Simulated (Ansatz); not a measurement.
## Mg (simple cubic): energy against volume

The calculation used Ansatz 0.2.0, DFT, revPBE, plane waves (420 eV) with PAW, scalar-relativistic. The PAW files were generated under PBE, with cores re-solved for the functional.

The cell is scaled uniformly from the relaxed one, with fractional coordinates and shape fixed. Energies are extrapolated to zero smearing, pressures are those at the given smearing. Magnetic state: spin not included.

A Birch-Murnaghan fit gives V₀ = 28.37 Å³/atom, B₀ = 22 GPa, B₀′ = 3.8.

(1) What are the energy above the minimum and the pressure at 26.051 Å³/atom?

(2) What are the energy above the minimum and the pressure at 27.184 Å³/atom?

(3) What are the energy above the minimum and the pressure at 30.581 Å³/atom?

Results:

(1) 14.6 meV/atom and 2.19 GPa as computed.

(2) 3.6 meV/atom and 1.02 GPa as computed.

(3) 10.3 meV/atom and -1.39 GPa as computed.
